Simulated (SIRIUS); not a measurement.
PbF2 (Fluorocronite) under changes of volume

One of the cells (17.354 Å³/atom); the others are scaled copies at fixed shape and fractional positions:

```
CELL_PARAMETERS angstrom
0.00000 2.96366 2.96366
2.96366 0.00000 2.96366
2.96366 2.96366 0.00000
ATOMIC_POSITIONS crystal
Pb 0.00000 0.00000 0.00000
F 0.75000 0.75000 0.75000
F 0.25000 0.25000 0.25000
```

| Property | Result |
| --- | --- |
| Program | SIRIUS 7.12.0 |
| Functional | LDA |
| Potentials or basis | all-electron FP-LAPW |
| Cutoff | 273 eV |
| Basis | apw+lo standard |
| k mesh | 8 × 8 × 8 |
| Occupations | fermi-dirac, width 0.05 eV |
| Spin | no spin polarisation |

| volume (Å³/atom) | energy over the lowest point (meV/atom) | gap on the mesh (eV) |
| --- | --- | --- |
| 16.313 | 0.00 | 4.24 |
| 16.660 | 1.49 | 4.25 |
| 17.007 | 6.56 | 4.25 |
| 17.354 | 15.02 | 4.26 |
| 17.701 | ? | ? |
| 18.048 | 39.73 | 4.25 |
| 18.395 | 55.73 | 4.24 |

What does the run at 17.701 Å³/atom give?

Energy over the lowest point 25.99 meV/atom; gap on the mesh 4.26 eV.

Worked out: A Birch-Murnaghan fit of order 3 (a polynomial in V^(-2/3)) to the other rows has its minimum at 16.35 Å³/atom with B0 = V·E''(V) = 87 GPa and B' = 4.7. It gives 26.10 meV/atom at 17.701 Å³/atom, against the run's 25.99. A parabola through the other rows of the gap, of slope -0.185 eV per unit of ln V there, gives 4.25 eV, against the run's 4.26.

Energies are extrapolated to zero smearing.

Caveats: spin-orbit coupling is left out, which as a rule narrows the gap of such compounds by several tenths of an eV.

A mesh can miss the band edges.
